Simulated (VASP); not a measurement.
# P (P2/m) in VASP: equation of state

How stiff is P in PBE, and what volume does it want? The cell is scaled to several volumes.

Everything below comes from runs of VASP 6.6.1. Logs are shortened: lines on timing, memory, paths and dates and some standing lists are left out, and cuts for length are marked.

## (1) The structure

The structure is monoclinic, space group P2/m (No. 10). The conventional cell has a = 2.425 Å, b = 2.439 Å, c = 4.852 Å, α = 90.00°, β = 90.24°, γ = 90.00°. Around P (site symmetry m) lie 6 P at 2.42 to 2.44 Å.

This isn't the form of P at room conditions, which is orthorhombic.

## (2) Equation of state, PBE, 13.48 Å³/atom (volume scaled by 0.94)

The input, INCAR:

```
PREC = Accurate ; ENCUT = 520
EDIFF = 1E-7 ; ISMEAR = -1
SIGMA = 0.05 ; LREAL = False
LASPH = True ; NELM = 60
ALGO = Normal ; ISIF = 2
LWAVE = False ; LCHARG = False
GGA = PE ; NBANDS = 12
```

The input, KPOINTS:

```
regular mesh
0
Gamma
  11 11 6
```

The input, POSCAR:

```
P
1.0
    2.3751966695      0.0000000000      0.0000000000
    0.0000000000      2.3887551529      0.0000000000
   -0.0198997659      0.0000000000      4.7533758606
P
2
Direct
    0.0000000300      0.0000000000      0.7494253600
    0.9999999700      0.0000000000      0.2505746400
```

Potentials or basis: VASP PAW PBE potentials, release 64 (P).

The run is started by

```console
cat potpaw_PBE.64/P/POTCAR > POTCAR
mpirun -np 1 vasp_std > vasp.out
```

OUTCAR:

```text
PREC = Accurate
   ENCUT = 520
   EDIFF = 1E-7
   ISMEAR = -1
   LREAL = False
   LASPH = True
   NELM = 60
   ISIF = 2
   GGA = PE

 Found    204 irreducible k-points:

 Following reciprocal coordinates:
            Coordinates               Weight
  0.000000  0.000000  0.000000      1.000000
  0.090909  0.000000 -0.000000      2.000000
  0.181818  0.000000 -0.000000      2.000000
  0.272727  0.000000 -0.000000      2.000000
  0.363636  0.000000  0.000000      2.000000
  0.454545  0.000000 -0.000000      2.000000
   k-points           NKPTS =    204   k-points in BZ     NKDIM =    204   number of bands    NBANDS=     12
   number of dos      NEDOS =    301   number of ions     NIONS =      2
   total plane-waves  NPLWV =  11664
   dimension x,y,z NGX =    18 NGY =   18 NGZ =   36
   dimension x,y,z NGXF=    36 NGYF=   36 NGZF=   72
   ions per type =               2
   NGX,Y,Z   is equivalent  to a cutoff of  12.60, 12.53, 12.59 a.u.
   NGXF,Y,Z  is equivalent  to a cutoff of  25.20, 25.05, 25.18 a.u.
 SYSTEM =  unknown system
   PREC   = accura    normal or accurate (medium, high low for compatibility)
   ISTART =      0    job   : 0-new  1-cont  2-samecut
   ICHARG =      2    charge: 1-file 2-atom 10-const
   ISPIN  =      1    spin polarized calculation?
   LNONCOLLINEAR =      F non collinear calculations
   LSORBIT =      F    spin-orbit coupling
   LASPH  =      T    aspherical Exc in radial PAW
   ENCUT  =  520.0 eV  38.22 Ry    6.18 a.u.   4.42  4.44  8.84*2*pi/ulx,y,z
   NELM   =     60;   NELMIN=  2; NELMDL= -5     # of ELM steps
   EDIFF  = 0.1E-06   stopping-criterion for ELM
   LREAL  =      F    real-space projection
   EDIFFG = 0.1E-05   stopping-criterion for IOM
   NSW    =      0    number of steps for IOM
   IBRION =     -1    ionic relax: 0-MD 1-quasi-New 2-CG
   NFREE  =      0    steps in history (QN), initial steepest desc. (CG)
   ISIF   =      2    stress and relaxation
   ISYM   =      2    0-nonsym 1-usesym 2-fastsym
   POTIM  = 0.5000    time-step for ionic-motion
   TEBEG  =    0.0;   TEEND  =   0.0 temperature during run
   PSTRESS=    0.0 pullay stress
   NELECT =      10.0000    total number of electrons
   NUPDOWN=      -1.0000    fix difference up-down
   EMIN   =  10.00;   EMAX   =-10.00  energy-range for DOS
   EFERMI =   0.00;   METHOD = LEGACY
   ISMEAR =    -1;   SIGMA  =   0.05  broadening in eV -4-tet -1-fermi 0-gaus
   EFERMI_NEDOS =   21; number of points for ismear=-14 and -15
   IALGO  =     38    algorithm
   IMIX   =      4    mixing-type and parameters
     AMIX     =   0.40;   BMIX     =  1.00
     AMIX_MAG =   1.60;   BMIX_MAG =  1.00
  volume/ion in A,a.u.               =      13.48        91.00
  Fermi-wavevector in a.u.,A,eV,Ry     =   1.176117  2.222538 18.820262  1.383250
  Thomas-Fermi vector in A             =   2.312486
   LORBIT       =      0    0 simple, 1 ext, 2 COOP (PROOUT), +10 PAW based schemes
   GGA     = PE    functional components
   LHFCALC =     F    Hartree Fock is set to
   AEXX    =    0.0000 exact exchange contribution
   IVDW    =     0    specifies the selected vdW correction
   LEPSILON=     F    determine dielectric tensor
   LRPA    =     F    only Hartree local field effects (RPA)
 non-spin polarized calculation
  energy-cutoff  :      520.00
  volume of cell :       26.97
 maximum number of plane-waves:       742
 NGX is ok and might be reduce to    18
   NGX =  9   NGY =  9   NGZ = 17

 number of electron      10.0000000 magnetization

 Free energy of the ion-electron system (eV)
  ---------------------------------------------------
  ext. energy  EPLUGINS =         0.00000000
  ---------------------------------------------------
  free energy    TOTEN  =       -10.45474226 eV

  energy without entropy =      -10.44866315  energy(sigma->0) =      -10.45170271

 E-fermi :  10.7183     XC(G=0): -11.6210

 val. band max:       10.7124063805   @ k =   0.1818   0.3636   0.5000
 cond. band min:      10.7208048134   @ k =   0.0909   0.2727  -0.0000
 fundamental gap:      0.0083984329
 Fermi energy:        10.7183279841

 k-point     1 :       0.0000    0.0000    0.0000
  band No.  band energies     occupation
      1      -6.5392      2.00000
      2      -1.7771      2.00000
      3       1.4138      2.00000
      4      16.0603      0.00000
      5      16.2789      0.00000
      6      16.3248      0.00000
      7      17.4267      0.00000
      8      17.4947      0.00000
      9      19.2463      0.00000
     10      19.4985      0.00000
     11      20.2045      0.00000
     12      25.3057      0.00000

 k-point     2 :       0.0909    0.0000   -0.0000
  band No.  band energies     occupation
      1      -6.3376      2.00000
      2      -1.5749      2.00000
      3       1.5967      2.00000
      4      13.3140      0.00000
      5      16.2214      0.00000
      6      16.4464      0.00000
      7      16.7821      0.00000
      8      17.5982      0.00000
      9      19.3976      0.00000
     10      20.2141      0.00000
     11      22.4962      0.00000
     12      22.8084      0.00000

 k-point     3 :       0.1818    0.0000   -0.0000
  band No.  band energies     occupation
      1      -5.7372      2.00000
      2      -0.9712      2.00000
      3       2.1362      2.00000
      4       9.8978      2.00000
      5      13.6738      0.00000
      6      16.6957      0.00000
      7      16.9196      0.00000
      8      18.0616      0.00000
      9      19.2096      0.00000
     10      19.8427      0.00000
     11      22.6429      0.00000
     12      24.4593      0.00000

 k-point     4 :       0.2727    0.0000   -0.0000
  band No.  band energies     occupation
      1      -4.7548      2.00000
      2       0.0238      2.00000
      3       2.9955      2.00000
      4       6.7291      2.00000
      5      10.6984      1.19687
      6      15.9560      0.00000
      7      17.4462      0.00000
      8      17.6684      0.00000
      9      18.7627      0.00000
     10      20.5467      0.00000
     11      24.4159      0.00000
     12      26.0333      0.00000

 k-point     5 :       0.3636    0.0000    0.0000
  band No.  band energies     occupation
      1      -3.4441      2.00000
      2       1.3848      2.00000
      3       3.9358      2.00000
      4       4.0636      2.00000
      5       7.9812      2.00000
      6      13.2703      0.00000
      7      18.3641      0.00000
      8      18.5847      0.00000
      9      19.5478      0.00000
     10      21.4064      0.00000
     11      26.0671      0.00000
     12      27.0028      0.00000

 k-point     6 :       0.4545    0.0000   -0.0000
  band No.  band energies     occupation
      1      -2.0723      2.00000
      2       1.8172      2.00000
      3       2.9823      2.00000
      4       4.9788      2.00000
      5       5.6983      2.00000
      6      11.5399      0.00000
      7      19.1282      0.00000
      8      19.3481      0.00000
      9      20.1163      0.00000
     10      22.1190      0.00000
     11      25.5242      0.00000
     12      25.7240      0.00000

 [... further k-points ...]

------------------------ aborting loop because EDIFF is reached ----------------------------------------

  FORCE on cell =-STRESS in cart. coord.  units (eV):
  Direction    XX          YY          ZZ          XY          YZ          ZX
  --------------------------------------------------------------------------------------
  -------------------------------------------------------------------------------------
  Total        1.8063392      1.5375436      1.8390297      0.0000000      0.0000000      0.0380254
  in kB      107.3090940     91.3407653    109.2511330      0.0000000      0.0000000      2.2589741
  external PRESSURE =     102.6336641 kB  Pullay stress =       0.0000000 kB

 VOLUME and BASIS-vectors are now :
 -----------------------------------------------------------------------------
  energy-cutoff  :      520.00
  volume of cell :       26.97
      direct lattice vectors                 reciprocal lattice vectors
     2.375196670  0.000000000  0.000000000     0.421017768  0.000000000  0.001762569
     0.000000000  2.388755153  0.000000000     0.000000000  0.418628087  0.000000000
    -0.019899766  0.000000000  4.753375861     0.000000000  0.000000000  0.210376799

 POSITION                                       TOTAL-FORCE (eV/Angst)
 -----------------------------------------------------------------------------------
     -0.01491      0.00000      3.56230         0.000159      0.000000      0.016271
      2.37021      0.00000      1.19108        -0.000159      0.000000     -0.016271
 -----------------------------------------------------------------------------------
    total drift:                               -0.000000      0.000000     -0.000000

  FREE ENERGIE OF THE ION-ELECTRON SYSTEM (eV)
  ---------------------------------------------------
  free  energy   TOTEN  =       -10.4547422595 eV

  energy  without entropy=      -10.4486631509  energy(sigma->0) =      -10.45170271
```

Run time: 24 s. Hardware: 1 thread of Intel Xeon Platinum 8488C (Sapphire Rapids), shared host; peak memory 0.16 GiB.

What came out:

```yaml
Free_energy: -10.4547 eV
Pressure: 10.3 GPa
Largest_force: 0.016 eV/Å
Band_gap_on_the_k_mesh: none (metal or under the smearing width)
```

## (3) Equation of state, PBE, 13.77 Å³/atom (volume scaled by 0.96)

The input, INCAR:

```
PREC = Accurate
ENCUT = 520
EDIFF = 1E-7
ISMEAR = -1
SIGMA = 0.05
LREAL = False
LASPH = True
NELM = 80
ALGO = Normal
ISIF = 2
LWAVE = False
LCHARG = False
GGA = PE
NBANDS = 12
```

The input, KPOINTS:

```
Automatic mesh
0
Gamma
  11 11 6
```

The input, POSCAR:

```
P
1.0
    2.3919239577      0.0000000000      0.0000000000
    0.0000000000      2.4055779265      0.0000000000
   -0.0200399097      0.0000000000      4.7868514414
P
2
Direct
    0.0000000300      0.0000000000      0.7494253600
    0.9999999700      0.0000000000      0.2505746400
```

Potentials or basis: VASP PAW PBE potentials, release 64 (P).

The run is started by

```console
cat potpaw_PBE.64/P/POTCAR > POTCAR
mpirun -np 1 vasp_std > vasp.out
```

Wall time 24 s (1 thread of Intel Xeon Platinum 8488C (Sapphire Rapids), shared host); peak memory 0.16 GiB.

The run converged. Its results:

* Free energy: -10.4863 eV
* Pressure: 7.4 GPa
* Largest force: 0.012 eV/Å
* Band gap on the k mesh: none (metal or under the smearing width)

## (4) Equation of state, PBE, 14.06 Å³/atom (volume scaled by 0.98)

INCAR, as its differences from that of step 3:

```diff
@@ -7,3 +7,3 @@
 LASPH = True
-NELM = 80
+NELM = 100
 ALGO = Normal
```

KPOINTS is that of step 3.

The input, POSCAR:

```
P
1.0
    2.4084205063      0.0000000000      0.0000000000
    0.0000000000      2.4221686434      0.0000000000
   -0.0201781203      0.0000000000      4.8198652532
P
2
Direct
    0.0000000300      0.0000000000      0.7494253600
    0.9999999700      0.0000000000      0.2505746400
```

The run is started by

```console
cat potpaw_PBE.64/P/POTCAR > POTCAR
mpirun -np 1 vasp_std > vasp.out
```

It took 24 s on 1 thread of Intel Xeon Platinum 8488C (Sapphire Rapids), shared host; peak memory 0.16 GiB.

The run converged. Its results:

| Item | Value |
| --- | --- |
| Free energy | -10.5078 eV |
| Pressure | 4.6 GPa |
| Largest force | 0.008 eV/Å |
| Band gap on the k mesh | none (metal or under the smearing width) |

## (5) Equation of state, PBE, 14.63 Å³/atom (volume scaled by 1.02)

The input, INCAR:

```
ALGO = Normal ; EDIFF = 1E-7
ENCUT = 520 ; GGA = PE
ISIF = 2 ; ISMEAR = -1
LASPH = True ; LCHARG = False
LREAL = False ; LWAVE = False
NBANDS = 12 ; NELM = 100
PREC = Accurate ; SIGMA = 0.05
```

The input, KPOINTS:

```
k-points
0
Gamma
  11 11 6
```

The input, POSCAR:

```
P
1.0
    2.4407521564      0.0000000000      0.0000000000
    0.0000000000      2.4546848542      0.0000000000
   -0.0204489999      0.0000000000      4.8845691519
P
2
Direct
    0.0000000300      0.0000000000      0.7494253600
    0.9999999700      0.0000000000      0.2505746400
```

The run is started by

```console
cat potpaw_PBE.64/P/POTCAR > POTCAR
mpirun -np 1 vasp_std > vasp.out
```

Wall time 23 s (1 thread of Intel Xeon Platinum 8488C (Sapphire Rapids), shared host); peak memory 0.16 GiB.

The run converged. Its results:

```
Free energy            : -10.5221 eV
Pressure               : -0.4 GPa
Band gap on the k mesh : none (metal or under the smearing width)
```

## (6) Equation of state, PBE, 14.92 Å³/atom (volume scaled by 1.04)

The input, INCAR:

```
SYSTEM = P
  PREC = Accurate
  ENCUT = 520
  EDIFF = 1E-7
  ISMEAR = -1
  SIGMA = 0.05
  LREAL = .False.
  LASPH = .True.
  NELM = 60
  ALGO = Normal
  ISIF = 2
  LWAVE = .False.
  LCHARG = .False.
  GGA = PE
  NBANDS = 12
```

The input, KPOINTS:

```
regular mesh
0
Gamma
  11 11 6
  0 0 0
```

The input, POSCAR:

```
P
1.0
    2.4566016405      0.0000000000      0.0000000000
    0.0000000000      2.4706248129      0.0000000000
   -0.0205817893      0.0000000000      4.9162880222
P
2
Direct
    0.0000000300      0.0000000000      0.7494253600
    0.9999999700      0.0000000000      0.2505746400
```

Potentials or basis: VASP PAW PBE potentials, release 64 (P).

The run is started by

```console
cat potpaw_PBE.64/P/POTCAR > POTCAR
mpirun -np 1 vasp_std > vasp.out
```

Wall time 25 s (1 thread of Intel Xeon Platinum 8488C (Sapphire Rapids), shared host); peak memory 0.17 GiB.

Results (log left out):

| Item | Value |
| --- | --- |
| Free energy | -10.5175 eV |
| Pressure | -2.2 GPa |
| Band gap on the k mesh | none (metal or under the smearing width) |

[end of part 1 of 2]
